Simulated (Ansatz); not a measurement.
# BaF2 (Frankdicksonite): the cost of one run

Program: the Python package of Ansatz 0.2.0. The levels of theory stand in the script. These are calculated values, not measurements.

## (1) Starting point

It takes space group Fm-3m (No. 225, cubic). The conventional cell has a = 6.200 Å, b = 6.200 Å, c = 6.200 Å, α = 90.00°, β = 90.00°, γ = 90.00°. Around Ba (site symmetry m-3m) lie 8 F at 2.68 Å. Around F (site symmetry -43m) lie 4 Ba at 2.68 Å.

The script reads baf2.xyz:

```xyz
3
Lattice="0.0 3.10005 3.10005 3.10005 0.0 3.10005 3.10005 3.10005 0.0" Properties=species:S:1:pos:R:3 pbc="T T T"
Ba    0.00000000    0.00000000    0.00000000
F     1.55002500    1.55002500    1.55002500
F     4.65007500    4.65007500    4.65007500
```

## (2) The code

The input, xc_baf2.py:

```python
'''Functional comparison for BaF2 (totals differ with the potentials too).'''

import ansatz as az

system = az.Crystal.from_extxyz('baf2.xyz')

calculation = (
    system.calculation()
    .occupations(az.OccupationsMethod.FIXED)
    .kpoints(6)  # the mesh must be finer for metals
    .pseudopotentials('paw')
    .basis(17 * az.Ha)
    .stress()
    .band_table()  # levels at the mesh points
)

rows = []
for value in ['rpbe', 'revpbe', 'blyp']:
    report = calculation.functional(value).run().report
    rows.append((value, report['free_energy_ev'] / len(report['lattice']['sites']), report['n_iterations'], sum(report['stress_gpa'][i][i] for i in range(3)) / 3, report['gap_by_band_count_ev'], report['n_kpoints']))

print('  functional   F/atom (eV)    iterations       P (GPa)  gap by band count (eV)      k-points')
for row in rows:
    print(f'{str(row[0]):>12s}  {row[1]:12.5f}  {row[2]:12d}  {row[3]:12.3f}  {row[4]:22.3f}  {row[5]:12d}')
```

## (3) The calls as engine input

The engine receives this input (first run):

```yaml
crystal:
  lattice:
    - [0.0, 3.10005, 3.10005]
    - [3.10005, 0.0, 3.10005]
    - [3.10005, 3.10005, 0.0]
  atoms:
    - { symbol: Ba, position: [0.0, 0.0, 0.0] }
    - { symbol: F, position: [0.25, 0.25, 0.25] }
    - { symbol: F, position: [0.75, 0.75, 0.75] }
basis:
  ecutwfc: 462.593566181796
kpoints:
  mp_grid:
    grid: [6, 6, 6]
hamiltonian:
  xc: rpbe
  pseudopotentials:
    kind: paw
scf:
  occupations:
    method: fixed
output:
  stress: true
  eigenvalues: true
```

## (4) Launch

Started as:

```sh
$ python xc_baf2.py
```

Q: Estimate wall time and peak memory on 1 thread of Arm Neoverse V1, shared host.

About 5 s, with a peak of 0.37 GiB.
